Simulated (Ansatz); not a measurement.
# AlRu (Pm-3m) in Ansatz: settings compared

Aim: see how the results for AlRu move with the level of theory and the settings. Levels: revPBE, BLYP, r2SCAN. Tasks: relaxation of cell and atoms.

All numbers are computed with Ansatz 0.2.0; they aren't measurements. Logs are shortened: lines on timing, memory, paths and dates and some standing lists are left out, and cuts for length are marked.

### 1 The crystal as given

The structure is cubic, space group Pm-3m (No. 221). The conventional cell has a = 2.992 Å, b = 2.992 Å, c = 2.992 Å, α = 90.00°, β = 90.00°, γ = 90.00°. Around Ru (site symmetry m-3m) lie 8 Al at 2.59 Å. Around Al (site symmetry m-3m) lie 8 Ru at 2.59 Å.

### 2 Relaxation of cell and atoms, revPBE

Contents of input.yaml:

```yaml
crystal:
  lattice:
    - [2.9916, 0.0, 0.0]
    - [0.0, 2.9916, 0.0]
    - [0.0, 0.0, 2.9916]
  atoms:
    - { symbol: Ru, position: [0.5, 0.5, 0.5] }
    - { symbol: Al, position: [0.0, 0.0, 0.0] }
hamiltonian:
  xc: revpbe
  pseudopotentials: { kind: paw }
kpoints:
  mp_grid: { grid: [9, 9, 9] }
scf:
  occupations: { method: fermi_dirac, width: 0.05 }
output:
  forces: true
  stress: true
  eigenvalues: true
  write_density: true
  write_potential: true
  elf: true
  volumetric_format: npy
relax:
  f_tol: 0.01
  max_steps: 40
  cell: { stress_tol: 0.05 }
```

Potentials or basis: Ansatz PAW.

On the command line:

```console
ansatz run input.yaml --threads 2 --pin off --max-ram 5632MiB --backend cpu --events-out ev --progress --plain --runs-dir out
```

The program printed:

```text
Warning: RAYON_NUM_THREADS=2 ignored (pool sized by the plan → 2); use --threads N
Engine: ansatz 0.2.0, aarch64-unknown-linux-gnu
Pseudopotentials: kind: paw
Pseudopotential: Ru, paw, valence charge 16, recommended cutoff 420 eV (normal), Ru.paw.azcp
Pseudopotential: Al, paw, valence charge 3, recommended cutoff 420 eV (normal), Al.paw.azcp
Functional definition: revPBE
  parameter kappa = 1.245
  parameter beta = 0.06672455060314922
  exchange = pbe_x(kappa = kappa, mu = beta*pi^2/3)
  correlation = pbe_c(beta = beta)
Crystal: 2 atoms, lattice volume = 26.774 Å³
Basis set: ecut = 420 eV, 485 PW (Γ), exchange–correlation on 40×40×40 points (8 copies of the dense FFT grid, shifted against one another)
Bands: 14, of which v1, the nominal top of the filled ones, is band 10 counted from 1 (9 counted from 0)
Symmetry: 48 space group operations
Space group: Pm-3m (ITA 221), of the structure as read, at distance tolerance 3.0e-5 Å
k-points: 35 of 729
Non-local potential: Ru, projectors of the file, l = 0: 3, l = 1: 2, l = 2: 2, l = 3: 1
Non-local potential: Al, projectors of the file, l = 0: 2, l = 1: 2, l = 2: 1
PAW form: soft (Blöchl's): semilocal exchange-correlation on the pseudo side does not see the compensation charge
PAW frozen core: Ru, regenerated for the run's functional, and the local potential with it (the file was generated under x = pbe(κ = 0.804, μ = 0.2195149727645171), c = pbe(β = 0.06672455060314922))
PAW frozen core: Al, regenerated for the run's functional, and the local potential with it (the file was generated under x = pbe(κ = 0.804, μ = 0.2195149727645171), c = pbe(β = 0.06672455060314922))
PAW one-centre angular grid: Ru, 590 points (default); XC on 64 Gauss nodes
PAW one-centre angular grid: Al, 110 points (default); XC on 64 Gauss nodes
Initial density: superposition of atomic densities (neutral atoms: chi_scale 0, normalization atom), corrected by the library's trained network
Initial wavefunctions: pseudopotential atomic-orbital guess
Functional: x = revpbe(κ = 1.245, μ = 0.2195149727645171), c = pbe(β = 0.06672455060314922)
SCF iter   1: F=—  HF=-6424.762950 eV  |F-HF|=—  |Δ(HF+E_count)|=         —  Δρ=6.00e-3  dr2=3.70e-3  ethr=1.77e-3  ⟨swp⟩=5.1  Hψ=2604  notcnv=0
preconditioner: auto → none  [metal: Δε(μ)=0.023 eV  Ē_g=8.916 eV  σ=0.050 eV  W_gap=0.11  n_scr=6 (ndim 8)  ℏωp=23.8 eV  f_vac=0.000  D(μ)=1.88/eV (n_scr^D=18)  sad-step TF]
SCF iter   2: F=—  HF=-6424.762311 eV  |F-HF|=—  |Δ(HF+E_count)|=   6.40e-4  Δρ=3.32e-3  dr2=1.26e-3  ethr=1.95e-5  ⟨swp⟩=2.1  Hψ=863  notcnv=0
SCF iter   3: F=—  HF=-6424.762069 eV  |F-HF|=—  |Δ(HF+E_count)|=   2.41e-4  Δρ=2.37e-4  dr2=8.05e-6  ethr=6.63e-6  ⟨swp⟩=2.0  Hψ=660  notcnv=0
SCF iter   4: F=—  HF=-6424.761931 eV  |F-HF|=—  |Δ(HF+E_count)|=   1.38e-4  Δρ=8.64e-5  dr2=1.83e-6  ethr=4.24e-8  ⟨swp⟩=2.1  Hψ=683  notcnv=0
iter 5 did not close the SCF: its close was put off for the readings that it lacked (scf_convergence_deferred on its scf_iter line)
SCF iter   5: F=-6424.761931 eV  HF=-6424.761931 eV  |F-HF|=3.70e-8  |Δ(HF+E_count)|=   3.22e-7  Δρ=1.50e-5  dr2=4.45e-8  ethr=9.64e-9  ⟨swp⟩=2.3  Hψ=764  notcnv=0
SCF iter   6: F=-6424.761931 eV  HF=-6424.761931 eV  |F-HF|=4.58e-10  |Δ(HF+E_count)|=   9.63e-9  Δρ=2.76e-6  dr2=6.40e-10  ethr=2.34e-10  ⟨swp⟩=5.3  Hψ=2549  notcnv=0
SCF 1 converged in 6 iterations: F = -6424.761931 eV  dr2 = 6.40e-10
relax step   1: F+E_penalty+E_count = -6424.76193068 eV  Δ(F+E_penalty+E_count) = +0.000e0 eV  max|allowed force component| = 1.064e-28 eV/Å  Δτ_max = 0.0000 Å  P = +5.199 GPa  Ω = 26.774 Å³  (6 SCF iters, dr2 threshold 1.00e-7 eV, accepted)
Crystal: 2 atoms, lattice volume = 27.606 Å³
Basis set: ecut = 420 eV, 515 PW (Γ), exchange–correlation on 40×40×40 points (8 copies of the dense FFT grid, shifted against one another)
Initial density: handed on by an earlier stage of this run
Initial wavefunctions: those handed on with the density
iter 1 solved again at ethr=2.69e-5 eV; its pass at ethr=3.10e-3 eV (dr2=5.10e-3 eV) is discarded
SCF iter   1: F=—  HF=-6424.773262 eV  |F-HF|=—  |Δ(HF+E_count)|=         —  Δρ=3.82e-3  dr2=5.82e-3  ethr=2.69e-5  ⟨swp⟩=2.0  Hψ=3104  notcnv=0
preconditioner: auto → none  [metal: Δε(μ)=0.010 eV  Ē_g=8.677 eV  σ=0.050 eV  W_gap=0.05  n_scr=6 (ndim 8)  ℏωp=23.4 eV  f_vac=0.000  D(μ)=2.03/eV (n_scr^D=26)]
SCF iter   2: F=—  HF=-6424.772149 eV  |F-HF|=—  |Δ(HF+E_count)|=   1.11e-3  Δρ=1.33e-3  dr2=6.55e-4  ethr=2.69e-5  ⟨swp⟩=1.2  Hψ=511  notcnv=0
SCF iter   3: F=—  HF=-6424.771997 eV  |F-HF|=—  |Δ(HF+E_count)|=   1.52e-4  Δρ=2.25e-4  dr2=1.56e-5  ethr=3.45e-6  ⟨swp⟩=1.9  Hψ=628  notcnv=0
SCF iter   4: F=—  HF=-6424.771779 eV  |F-HF|=—  |Δ(HF+E_count)|=   2.18e-4  Δρ=3.22e-5  dr2=1.30e-7  ethr=1.05e-9  ⟨swp⟩=7.1  Hψ=3347  notcnv=0
iter 5 did not close the SCF: its close was put off for the readings that it lacked (scf_convergence_deferred on its scf_iter line)
SCF iter   5: F=-6424.771779 eV  HF=-6424.771779 eV  |F-HF|=5.38e-9  |Δ(HF+E_count)|=   6.72e-8  Δρ=4.56e-6  dr2=7.05e-9  ethr=6.82e-10  ⟨swp⟩=2.0  Hψ=674  notcnv=0
SCF iter   6: F=-6424.771779 eV  HF=-6424.771779 eV  |F-HF|=1.70e-10  |Δ(HF+E_count)|=   1.20e-9  Δρ=8.45e-7  dr2=2.39e-10  ethr=3.71e-11  ⟨swp⟩=4.3  Hψ=2309  notcnv=0
SCF 2 converged in 6 iterations: F = -6424.771779 eV  dr2 = 2.39e-10
relax step   2: F+E_penalty+E_count = -6424.77177904 eV  Δ(F+E_penalty+E_count) = -9.848e-3 eV  max|allowed force component| = 3.780e-30 eV/Å  Δτ_max = 0.0000 Å  P = -1.084 GPa  Ω = 27.606 Å³  energy of the carried Pulay correction = -3.912e-4 eV  (6 SCF iters, dr2 threshold 2.00e-7 eV, accepted)
Crystal: 2 atoms, lattice volume = 27.459 Å³
iter 1 solved again at ethr=9.97e-7 eV; its pass at ethr=3.10e-3 eV (dr2=1.90e-4 eV) is discarded
SCF iter   1: F=—  HF=-6424.772612 eV  |F-HF|=—  |Δ(HF+E_count)|=         —  Δρ=6.78e-4  dr2=1.82e-4  ethr=9.97e-7  ⟨swp⟩=2.0  Hψ=2765  notcnv=0
preconditioner: auto → none  [metal: Δε(μ)=0.016 eV  Ē_g=8.708 eV  σ=0.050 eV  W_gap=0.08  n_scr=6 (ndim 8)  ℏωp=23.5 eV  f_vac=0.000  D(μ)=1.98/eV (n_scr^D=26)]
SCF iter   2: F=—  HF=-6424.772373 eV  |F-HF|=—  |Δ(HF+E_count)|=   2.38e-4  Δρ=2.25e-4  dr2=1.82e-5  ethr=9.60e-7  ⟨swp⟩=1.1  Hψ=508  notcnv=0
SCF iter   3: F=—  HF=-6424.772369 eV  |F-HF|=—  |Δ(HF+E_count)|=   4.24e-6  Δρ=4.30e-5  dr2=5.77e-7  ethr=9.56e-8  ⟨swp⟩=1.7  Hψ=592  notcnv=0
iter 4 did not close the SCF: its close was put off for the readings that it lacked (scf_convergence_deferred on its scf_iter line)
SCF iter   4: F=-6424.772369 eV  HF=-6424.772369 eV  |F-HF|=2.21e-9  |Δ(HF+E_count)|=   8.24e-8  Δρ=5.22e-6  dr2=1.77e-9  ethr=3.04e-9  ⟨swp⟩=2.1  Hψ=634  notcnv=0
iter 5 did not close the SCF: its close was put off for the readings that it lacked (scf_convergence_deferred on its scf_iter line)
SCF iter   5: F=-6424.772369 eV  HF=-6424.772369 eV  |F-HF|=2.46e-11  |Δ(HF+E_count)|=   3.25e-9  Δρ=4.93e-7  dr2=3.23e-11  ethr=9.33e-12  ⟨swp⟩=2.2  Hψ=776  notcnv=0
SCF iter   6: F=-6424.772369 eV  HF=-6424.772369 eV  |F-HF|=1.82e-12  |Δ(HF+E_count)|=  2.73e-12  Δρ=1.03e-7  dr2=8.22e-13  ethr=1.00e-12  ⟨swp⟩=4.0  Hψ=1981  notcnv=0
SCF 3 converged in 6 iterations: F = -6424.772369 eV  dr2 = 8.22e-13
relax step   3: F+E_penalty+E_count = -6424.77236903 eV  Δ(F+E_penalty+E_count) = -5.900e-4 eV  max|allowed force component| = 5.711e-30 eV/Å  Δτ_max = 0.0000 Å  P = -0.046 GPa  Ω = 27.459 Å³  energy of the carried Pulay correction = -3.229e-4 eV  (6 SCF iters, dr2 threshold 2.00e-7 eV, accepted)
Basis set: ecut = 420 eV, 515 PW (Γ), exchange–correlation on 48×48×48 points (8 copies of the dense FFT grid, shifted against one another)
Initial wavefunctions: pseudopotential atomic-orbital guess (no wavefunctions were taken with the density)
iter 1 solved again at ethr=7.48e-9 eV; its pass at ethr=3.10e-3 eV (dr2=1.42e-6 eV) is discarded
SCF iter   1: F=—  HF=-6424.772727 eV  |F-HF|=—  |Δ(HF+E_count)|=         —  Δρ=7.00e-5  dr2=1.71e-7  ethr=7.48e-9  ⟨swp⟩=3.0  Hψ=3959  notcnv=0
preconditioner: auto → none  [metal: Δε(μ)=0.064 eV  Ē_g=8.738 eV  σ=0.050 eV  W_gap=0.29  n_scr=6 (ndim 8)  ℏωp=23.5 eV  f_vac=0.000  D(μ)=1.98/eV (n_scr^D=26)]
SCF iter   2: F=—  HF=-6424.772700 eV  |F-HF|=—  |Δ(HF+E_count)|=   2.68e-5  Δρ=3.34e-5  dr2=3.14e-8  ethr=9.02e-10  ⟨swp⟩=2.9  Hψ=894  notcnv=0
SCF iter   3: F=—  HF=-6424.772701 eV  |F-HF|=—  |Δ(HF+E_count)|=   2.31e-7  Δρ=5.19e-6  dr2=1.07e-9  ethr=1.65e-10  ⟨swp⟩=2.6  Hψ=845  notcnv=0
SCF iter   4: F=—  HF=-6424.772701 eV  |F-HF|=—  |Δ(HF+E_count)|=   6.44e-9  Δρ=7.29e-7  dr2=5.46e-11  ethr=5.63e-12  ⟨swp⟩=2.9  Hψ=830  notcnv=0
iter 5 did not close the SCF: its close was put off for the readings that it lacked (scf_convergence_deferred on its scf_iter line)
SCF iter   5: F=-6424.772701 eV  HF=-6424.772701 eV  |F-HF|=1.82e-12  |Δ(HF+E_count)|=  8.55e-11  Δρ=3.34e-8  dr2=1.52e-13  ethr=1.00e-12  ⟨swp⟩=1.0  Hψ=490  notcnv=0
SCF iter   6: F=-6424.772701 eV  HF=-6424.772701 eV  |F-HF|=9.09e-13  |Δ(HF+E_count)|=  9.09e-13  Δρ=6.34e-9  dr2=3.09e-15  ethr=1.00e-12  ⟨swp⟩=3.1  Hψ=1704  notcnv=0
SCF 4 converged in 6 iterations: F = -6424.772701 eV  dr2 = 3.09e-15
relax step   4: F+E_penalty+E_count = -6424.77270060 eV  Δ(F+E_penalty+E_count) = -3.316e-4 eV  max|allowed force component| = 1.095e-29 eV/Å  Δτ_max = 0.0000 Å  P = -0.045 GPa  Ω = 27.459 Å³  stress off target by 4.51e-2 GPa  SCF on the basis re-selected at this cell (its energy is not comparable with the rows above)  (6 SCF iters)
basis re-selected at this cell: Δ(F+E_penalty+E_count) = -3.316e-4 eV, ΔP = +0.001 GPa vs the last step (what re-selecting the basis moved, of the pressure what is left beyond the Pulay correction that the steps carried, after the strain that the cell walked since its last selection, with what the two solves' SCF thresholds leave and, on support functions, any second-order correction that the steps lacked; it is no measure of the basis error at this ecutwfc). The dense FFT grid was sized anew with the basis: this SCF ran on 24×24×24 points, the steps before it on 20×20×20, so part of this shift can come from that change (see relax.cell in the input reference). This SCF's stress stands 4.51e-2 GPa from its target on what of the cell is left free (relax.cell.stress_tol is 5.00e-2 GPa) and its largest allowed force component is 1.09e-29 eV/Å (relax.f_tol is 1.00e-2 eV/Å): within both
SCF converged after 6 iterations
Free energy (F): -6424.772701 eV
Harris-Foulkes:  -6424.772701 eV  (|F-HF|=9.09e-13)
Internal energy: -6424.756651 eV  (E = F + TS)
E sigma→0 (E₀):  -6424.764676 eV
Entropy (-TS):   -0.016050 eV (-8.025 meV/atom)
Fermi energy:    15.619782 eV
--- Per-component energies (eV) ---
  E_band       = -127.137073
  E_kinetic    = 541.867936
  E_local      = -1821.178661  (includes V_loc(G=0)·N_el)
  E_nonlocal   = 353.453889
  E_hartree    = 647.332294
  E_xc         = -231.932845
  E_vxc        = -269.962866  (∫ρ·V_xc dr)
  E_paw        = -3936.109769  (= ΣΔE_a)
  E_vpaw       = -225.981799  (= ΣTr[D̂ρ^β])
  E_aug_tail   = -0.000159  (compensation charges beyond the density's cutoff)
  E_ewald      = -1978.102888
  E_core_change = -0.086449  (= ΣΔE_core)
  E_smearing   = -0.016050  (= −TS)
  E_closure    = -0.000000  (closes the sum)
  Σ components = -6424.772701   (vs F -6424.772701, Δ=0.00e0)
--- Forces (eV/Å), atoms counted from 1 ---
  atom   1  Ru    -0.00000000    -0.00000000     0.00000000
  atom   2  Al    -0.00000000     0.00000000    -0.00000000
  max |Σ_I F_I| component: 2.23e-29 eV/Å
--- Stress (GPa, compression-positive) ---
       -0.045083      -0.000000      -0.000000
        0.000000      -0.045083      -0.000000
       -0.000000      -0.000000      -0.045083
  P = ⅓ Tr σ = -0.0451 GPa (-0.451 kbar)
--- Band table (eV; the first three rows and the last of 35) ---
  k-point 0: bands = ["-56.1168", "-26.0705", "-26.0705", "-26.0705", "6.1966", "12.2610", "12.2610", "15.8467", "15.8467", "15.8467", "21.6860", "21.6860", "21.6860", "26.4726"]
  k-point 1: bands = ["-56.1152", "-26.0929", "-26.0686", "-26.0686", "6.4270", "12.3303", "12.3406", "15.5775", "15.5775", "15.8740", "20.6597", "22.1346", "22.1346", "25.9929"]
  k-point 2: bands = ["-56.1110", "-26.1493", "-26.0639", "-26.0639", "7.0942", "12.3713", "12.5531", "15.0061", "15.0061", "15.9439", "19.0463", "23.2464", "23.2464", "24.9192"]
  k-point 34: bands = ["-56.0772", "-26.2122", "-26.2118", "-26.2118", "11.0816", "11.3079", "11.3079", "16.8384", "16.8384", "18.5185", "18.7946", "20.0890", "20.0890", "24.1900"]
--- Relaxed structure (3 steps of the walk, 3 accepted, 1 SCFs on fresh bases) ---
  F+E_penalty+E_count = -6424.77270060 eV   max|allowed force component| = 1.095e-29 eV/Å   (the final SCF, on the basis selected at the relaxed cell)
  cell:  # Å, volume = 27.4585 Å³
    - [3.0168879708116356, -6.419766481290789e-35, -3.851859888774472e-34]
    - [-2.5679065925163148e-34, 3.0168879708116356, 0.0]
    - [-2.5679065925163143e-34, 0.0, 3.0168879708116356]
  atoms:
    - { symbol: Ru, position: [0.5, 0.5, 0.5] }
    - { symbol: Al, position: [-9.758563312865029e-48, 4.291861533153719e-35, -6.437792299729665e-35] }
```

It took 2 s on 2 threads of Arm Neoverse V2, shared host; peak memory 0.28 GiB.

Results:

* Free energy: -6424.7727 eV
* Relaxed volume: 13.73 Å³/atom
* Relaxed cell: a = 3.017 Å, b = 3.017 Å, c = 3.017 Å, α = 90.00°, β = 90.00°, γ = 90.00°
* Space group after relaxing (to 0.05 Å): Pm-3m (No. 221)
* Energy gained by relaxing: 5.4 meV/atom
* Ionic steps: 4
* Pressure after relaxing: 0.0 GPa
* Band gap on the k mesh: none (metal or under the smearing width)

The path:
```csv
step,energy change (eV),largest force (eV/Å),volume (Å³)
1,0.0000,0.0000,26.77
2,-0.0098,0.0000,27.61
3,-0.0104,0.0000,27.46
4,-0.0108,0.0000,27.46
```

Final structure:
```xyz
2
Lattice="3.0169 0.0000 0.0000 0.0000 3.0169 0.0000 0.0000 0.0000 3.0169" Properties=species:S:1:pos:R:3 pbc="T T T"
Ru    1.5084    1.5084    1.5084
Al    0.0000    0.0000    0.0000
```

Caveat: the plane-wave basis is chosen anew once the cell has moved, so the energies of steps on either side of that aren't comparable; the PAW data sets come from PBE, with cores solved anew for the run's functional, which leaves a small shift of forces and pressure. revPBE gives volumes clearly too large for solids.

### 3 Relaxation of cell and atoms, BLYP

input.yaml, as its differences from that of step 2:

```diff
@@ -9,3 +9,3 @@
 hamiltonian:
-  xc: revpbe
+  xc: blyp
   pseudopotentials: { kind: paw }
@@ -19,6 +19,2 @@
   eigenvalues: true
-  write_density: true
-  write_potential: true
-  elf: true
-  volumetric_format: npy
 relax:
```

Potentials or basis: Ansatz PAW.

On the command line:

```console
ansatz run input.yaml --threads 2 --pin off --max-ram 5632MiB --backend cpu --events-out ev --progress --plain --runs-dir out
```

Run time: 2.5 s. Hardware: 2 threads of Arm Neoverse V2, shared host; peak memory 0.28 GiB.

It converged, with:

```
Free energy                            : -6434.2712 eV
Relaxed volume                         : 14.00 Å³/atom
Relaxed cell                           : a = 3.037 Å, b = 3.037 Å, c = 3.037 Å, α = 90.00°, β = 90.00°, γ = 90.00°
Space group after relaxing (to 0.05 Å) : Pm-3m (No. 221)
Energy gained by relaxing              : 16.9 meV/atom
Ionic steps                            : 5
Pressure after relaxing                : 0.0 GPa
Band gap on the k mesh                 : none (metal or under the smearing width)
```

The path:
```tsv
step	energy change (eV)	largest force (eV/Å)	volume (Å³)
1	0.0000	0.0000	26.77
2	-0.0320	0.0000	28.25
3	-0.0332	0.0000	28.02
4	-0.0332	0.0000	28.01
5	-0.0338	0.0000	28.01
```

Final structure:
```
Ru Al
1.0
     3.03678    0.00000    0.00000
     0.00000    3.03678    0.00000
     0.00000    0.00000    3.03678
Ru Al
1 1
Direct
  0.50000 0.50000 0.50000
  0.00000 0.00000 0.00000
```

Levels at points of the mesh, in eV from the Fermi level:
```
           k point  band 8  band 9  band 10  band 11  band 12  band 13
(0.00, 0.00, 0.00)    0.18    0.18     0.18     5.93     5.93     5.93
```

Caveat: the plane-wave basis is chosen anew once the cell has moved, so the energies of steps on either side of that aren't comparable; the PAW data sets come from PBE, with cores solved anew for the run's functional, which leaves a small shift of forces and pressure. Zero-point motion and thermal expansion aren't in these numbers.

### 4 Relaxation of cell and atoms, r2SCAN

input.yaml, as its differences from that of step 3:

```diff
@@ -9,3 +9,3 @@
 hamiltonian:
-  xc: blyp
+  xc: r2scan
   pseudopotentials: { kind: paw }
@@ -19,2 +19,6 @@
   eigenvalues: true
+  write_density: true
+  write_potential: true
+  elf: true
+  volumetric_format: npy
 relax:
```

On the command line:

```console
ansatz run input.yaml --threads 2 --pin off --max-ram 5632MiB --backend cpu --events-out ev --progress --plain --runs-dir out
```

It took 4.4 s on 2 threads of Arm Neoverse V2, shared host; peak memory 0.35 GiB.

It converged, with:

* Free energy: -6432.5407 eV
* Relaxed volume: 13.26 Å³/atom
* Relaxed cell: a = 2.982 Å, b = 2.982 Å, c = 2.982 Å, α = 90.00°, β = 90.00°, γ = 90.00°
* Space group after relaxing (to 0.05 Å): Pm-3m (No. 221)
* Energy gained by relaxing: 0.8 meV/atom
* Ionic steps: 4
* Pressure after relaxing: 0.0 GPa
* Band gap on the k mesh: none (metal or under the smearing width)

Step by step:
```tsv
step	energy change (eV)	largest force (eV/Å)	volume (Å³)
1	0.0000	0.0000	26.77
2	-0.0016	0.0000	26.45
3	-0.0017	0.0000	26.52
4	-0.0016	0.0000	26.52
```

Final structure:
```
Ru Al
1.0
     2.98229    0.00000    0.00000
     0.00000    2.98229    0.00000
     0.00000    0.00000    2.98229
Ru Al
1 1
Cartesian
  1.4911 1.4911 1.4911
  0.0000 0.0000 0.0000
```

Levels at points of the mesh, in eV from the Fermi level:
```tsv
k point	band 6	band 7	band 8	band 9	band 10	band 11	band 12	band 13	band 14
(0.00, 0.00, 0.00)	-3.66	-3.66	0.25	0.25	0.25	6.66	6.66	6.66	11.60
```

Caveat: the plane-wave basis is chosen anew once the cell has moved, so the energies of steps on either side of that aren't comparable; the PAW data sets come from PBE, with cores solved anew for the run's functional, which leaves a small shift of forces and pressure.

### 5 The runs side by side

```tsv
level	cutoff (eV)	gap on the mesh (eV)	pressure (GPa)	relaxed volume (Å³/atom)
revPBE	420	none	0.0	13.73
BLYP	420	none	0.0	14.00
r2SCAN	500	none	0.0	13.26
```

Alike in all rows: task relaxation of cell and atoms; potentials or basis Ansatz PAW; no spin polarisation; cell relaxed; k mesh 9 × 9 × 9; smearing fermi-dirac 0.05 eV.

Caveats: the plane-wave basis is chosen anew once the cell has moved, so the energies of steps on either side of that aren't comparable; the PAW data sets come from PBE, with cores solved anew for the run's functional, which leaves a small shift of forces and pressure.

Total energies depend on the potentials used, so only differences within one code and one set of settings carry meaning.
